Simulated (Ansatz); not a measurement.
L1₀ (CuAu-type) CoPt, treated with PBE (PAW; Ansatz, an electronic-structure program).

Numerical settings: plane-wave cutoff 520 eV, 20×20×16 k mesh (along the axes of the cell as run), Fermi–Dirac smearing 0.05 eV, spin-polarised with parallel moments, scalar-relativistic PAW data made under PBE.

The volume scan:

```
V (Å³/atom)  E − E_lowest (meV/atom)
-----------  -----------------------
12.984                         15.91
13.254                          3.82
13.525                          0.00
13.795                          3.53
14.066                         13.56
```

Problem. Estimate the bulk modulus and its pressure derivative from these points.

Solution. V0 = 13.525 Å³/atom, B0 = 217 GPa, B′ = 5.0 (fit to the energies at full precision).

Shape and atoms are relaxed at each volume.

Spin–orbit coupling is not included.
